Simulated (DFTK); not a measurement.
Wanted: the native input for a DFTK 0.8.2 run.

```
Task                         : band structure
Functional                   : BP86
Potentials or basis          : cp2k.nc.sr.pbe.v0_1.semicore.gth (PBE, GTH)
Cutoff                       : 735 eV
k mesh                       : 8 × 8 × 8
Occupations                  : fermi-dirac, width 0.05 eV
Spin                         : no spin polarisation
Valence electrons            : Sb 5
SCF tolerance on the density : 1e-06
```

The structure of Sb lies in POSCAR:

```
Sb
1.0
    2.1542000000      1.2437279499      3.7580000000
   -2.1542000000      1.2437279499      3.7580000000
    0.0000000000     -2.4874558998      3.7580000000
Sb
2
Direct
    0.7665100000      0.7665100000      0.7665100000
    0.2334900000      0.2334900000      0.2334900000
```

These files were run (other wordings do the same):

run.jl

```julia
using DFTK
using PseudoPotentialData
using Unitful, UnitfulAtomic
using LinearAlgebra, Printf
include("save.jl")
disable_threading()

lines     = readlines("POSCAR")
lattice   = austrip(1u"Å") * parse(Float64, lines[2]) * hcat([parse.(Float64, split(l)) for l in lines[3:5]]...)
symbols   = vcat([fill(Symbol(s), parse(Int, n)) for (s, n) in zip(split(lines[6]), split(lines[7]))]...)
positions = [parse.(Float64, split(l)[1:3]) for l in lines[9:8+length(symbols)]]
pseudopotentials = PseudoFamily("cp2k.nc.sr.pbe.v0_1.semicore.gth")
elements = Dict(s => ElementPsp(s, pseudopotentials) for s in unique(symbols))
atoms    = [elements[s] for s in symbols]

build_model(lattice, positions; symmetries=true) =
    model_DFT(lattice, atoms, positions;
              functionals=[:gga_x_b88, :gga_c_p86],
              temperature=austrip(0.05u"eV"),
              smearing=Smearing.FermiDirac(),
              symmetries)
Ecut  = 27.0  # hartree
kgrid = [8, 8, 8]
tol   = 1e-6
to_GPa = ustrip(uconvert(u"GPa", 1u"hartree/bohr^3"))

model = build_model(lattice, positions)
basis = PlaneWaveBasis(model; Ecut, kgrid)
display(basis)
scfres = self_consistent_field(basis;
                               tol,
                               nbandsalg=AdaptiveBands(model; n_bands_converge=10))
display(scfres.energies)
@printf "Fermi level: %.6f eV\n" ustrip(auconvert(u"eV", something(scfres.εF, NaN)))
forces = compute_forces_cart(scfres)
println("Forces (eV/Å)")
for (s, f) in zip(symbols, forces)
    @printf "%-3s %12.6f %12.6f %12.6f\n" s ustrip.(auconvert.(u"eV/Å", f))...
end
stress = compute_stresses_cart(scfres)
println("Stress (GPa)")
display(round.(stress * to_GPa; digits=4))
println("Levels at the first k-point (eV): ", round.(ustrip.(auconvert.(u"eV", scfres.eigenvalues[1][1:scfres.n_bands_converge])); digits=4))
save_scf!(scfres; forces, stress)

points = Dict("G" => [0.0, 0.0, 0.0], "B" => [0.7603126357, 0.5, 0.2396873643], "B1" => [0.5, 0.2396873643, -0.2396873643], "F" => [0.5, 0.5, 0.0], "L" => [0.5, 0.0, 0.0], "P" => [0.7603126357, 0.3698436821, 0.3698436821], "P1" => [0.6301563179, 0.6301563179, 0.2396873643], "Q" => [0.6301563179, 0.3698436821, 0.0], "X" => [0.3698436821, 0.0, -0.3698436821], "Z" => [0.5, 0.5, 0.5])
segments = [("G", "L", 6), ("L", "B1", 5), ("B", "Z", 5), ("Z", "G", 6), ("G", "X", 8), ("Q", "F", 3), ("F", "P1", 3), ("P1", "Z", 5), ("L", "P", 4)]
kcoords = vcat([[points[a] + t * (points[b] - points[a]) for t in range(0, 1, n)] for (a, b, n) in segments]...)
bands = compute_bands(scfres, ExplicitKpoints(kcoords); n_bands=12, tol=1e-5)
for (k, ε) in zip(bands.basis.kpoints, bands.eigenvalues)
    @printf "%d %8.4f %8.4f %8.4f " k.spin k.coordinate...
    println(join([@sprintf("%9.4f", e) for e in ustrip.(auconvert.(u"eV", ε .- scfres.εF))]))
end
results["band_energies"] = rows(bands.eigenvalues); results["band_kpoints"] = rows(kcoords)
```

Potentials or basis: cp2k.nc.sr.pbe.v0_1.semicore.gth (PBE, GTH).

Launch:

```bash
$ julia --threads=1 run.jl  # save.jl only writes the numbers to a file and isn't shown; printed stress counts tension as positive; times include loading and compiling
```

Results of the run:

```json
{"Pressure": "4.1 GPa", "Largest force": "0.170 eV/Å", "Band gap on the k mesh": "none (metal or under the smearing width)"}
```

Caveat: GTH potentials come without recommended cutoffs, and this one wasn't checked for convergence; the potentials were made for another functional, which shifts forces and pressure; spin-orbit coupling is left out, which moves the levels of the heavy elements.

Wall time 77 s on 1 thread of AMD EPYC 9R45 96-Core Processor (Zen 5) (shared host), peak memory 2 GiB.
